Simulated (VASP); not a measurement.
Wanted: the native input for a VASP 6.6.1 run.

* Task: relaxation of cell and atoms
* Functional: vdW-DF-cx
* Potentials or basis: VASP PAW PBE potentials, release 64 (Ti_sv, C)
* Cutoff: 600 eV
* k mesh: 10 × 10 × 10
* Occupations: fermi-dirac, width 0.05 eV
* Spin: no spin polarisation
* Further INCAR settings: ALGO = Fast; EDIFF = 1e-06; IBRION = 2; EDIFFG = -0.01; NSW = 40; ISIF = 3

The structure of TiC lies in POSCAR:

```
TiC
1.0
    3.0420900000      0.0000000000      0.0000000000
   -1.5210400000      2.6345200000      0.0000000000
    0.0000000000      0.0000000000      2.6979700000
Ti C
1 1
Direct
    0.0000000000      0.0000000000      0.5000000000
    0.3333300000      0.6666700000      0.0000000000
```

The cell was built by a generator and needn't be a form met in nature.

One way to write it, as run:

INCAR

```
SYSTEM = TiC
PREC = Accurate
ENCUT = 600
EDIFF = 1E-6
ISMEAR = -1
SIGMA = 0.05
LREAL = .False.
LASPH = .True.
NELM = 100
ALGO = Fast
ISIF = 3
LWAVE = .False.
LCHARG = .False.
GGA = CX
LUSE_VDW = .True.
AGGAC = 0.0
IBRION = 2
NSW = 40
EDIFFG = -0.01
```

KPOINTS

```
Automatic mesh
0
Gamma
  10 10 10
  0 0 0
```

Potentials or basis: VASP PAW PBE potentials, release 64 (Ti_sv, C).

The run is started by

```sh
$ cat potpaw_PBE.64/Ti_sv/POTCAR potpaw_PBE.64/C/POTCAR > POTCAR
$ mpirun -np 1 vasp_std > vasp.out
```

It gave:

| Property | Result |
| --- | --- |
| Relaxed volume | 10.61 Å³/atom |
| Relaxed cell | a = 3.019 Å, b = 3.019 Å, c = 2.689 Å, α = 90.00°, β = 90.00°, γ = 120.00° |
| Space group after relaxing (to 0.05 Å) | P-6m2 (No. 187) |
| Energy gained by relaxing | 2.6 meV/atom |
| Ionic steps | 7 |
| Pressure after relaxing | -0.1 GPa |
| Band gap on the k mesh | none (metal or under the smearing width) |

Caveat: the PAW data sets were made with another functional, which shifts forces and pressure a little.

Wall time 4.9 min on 1 thread of Intel(R) Xeon(R) Platinum 8375C CPU @ 2.90GHz (Ice Lake), on a shared host, peak memory 0.33 GiB.
